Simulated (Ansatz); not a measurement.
## CaF2: the gap against volume

CaF2, Fm-3m, a = 5.510 Å. Ansatz: PBE, PAW, 420 eV, Γ-centred 8×8×8 mesh on 3 atoms, Gaussian smearing 0.02 eV; no spin polarisation. Symmetry fixes shape and atoms, so the cell is only scaled; x = ln(V/V0) with V0 = 13.944 Å³/atom. The gap is read at the mesh points alone.

```tsv
x	gap y (eV)
-0.0619	7.515
-0.0305	7.325
0.0000	7.144
0.0296	?
0.0583	6.811
```

Problem. Fit a straight line to the other rows, give the volume deformation potential of the gap and its pressure coefficient, and predict the missing gap. B0 = 77.6 GPa.

Solution. Means x = -0.008525, y = 7.1988; Σ(Δx)² = 0.007870, ΣΔxΔy = -0.04603; the slope is their ratio. y = 7.1489 − 5.8491 x. The slope is the deformation potential a = dE_g/d ln V = -5.85 eV, and dE_g/dP = −a/B0 = 75.4 meV/GPa. At x = 0.0296 the fit asked for gives 6.976 eV. The run gave 6.974 eV, so the fit is 0.002 eV too high, within the rms miss on the fitted rows (0.004 eV).

Semilocal functionals give gaps under the measured ones; changes of the gap mostly carry over better.